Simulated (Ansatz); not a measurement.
**C: random displacements**

All numbers below come from DFT PBE, scalar-relativistic, plane waves, PAW (Ansatz). Cutoff 420 eV, Γ-centred 6×6×6 k-points, Gaussian smearing of 0.05 eV. No spin polarisation. Energies are free energies at this smearing, counted from the undisturbed cell; pressure is positive in compression.

The starting cell (as given, not relaxed at this level):

```
CELL_PARAMETERS angstrom
3.56680 0.00000 0.00000
0.00000 -3.56680 0.00000
0.00000 0.00000 -3.56680
ATOMIC_POSITIONS crystal
C 0.50000 0.00000 0.00000
C 0.00000 0.50000 0.00000
C 0.00000 0.00000 0.50000
C 0.50000 0.50000 0.50000
C 0.75000 0.75000 0.75000
C 0.25000 0.25000 0.75000
C 0.25000 0.75000 0.25000
C 0.75000 0.25000 0.25000
```

The atoms are displaced (Å, in the unstrained cell):

```tsv
atom	ux	uy	uz
C1	-0.042	-0.040	0.089
C2	0.156	0.209	-0.067
C3	-0.106	0.107	0.045
C4	-0.008	-0.029	0.022
C5	0.025	0.033	-0.037
C6	-0.016	-0.040	0.061
C7	0.041	-0.197	-0.146
C8	-0.051	-0.043	0.034
```

The cell is not strained.

**Question.** What are the energy change, the stress and the forces?

**Answer.** ΔE = 438.3 meV/atom; stress (xx, yy, zz, yz, xz, xy; compression positive) (16.32, 9.92, 13.00, 5.43, 4.76, 1.06) GPa; gap on the mesh 1.02 eV.
```csv
atom,Fx (eV/Å),Fy,Fz
C1,1.81,0.65,-2.80
C2,-5.57,-8.47,0.27
C3,0.04,-5.41,-2.83
C4,0.64,-1.45,-1.41
C5,-0.71,1.29,0.04
C6,0.97,3.15,0.04
C7,1.19,7.48,6.43
C8,1.63,2.76,0.26
```

Cost: 1 run of about 0.045 core-minutes, on AMD EPYC 9R45 (Zen 5) (shared hosts).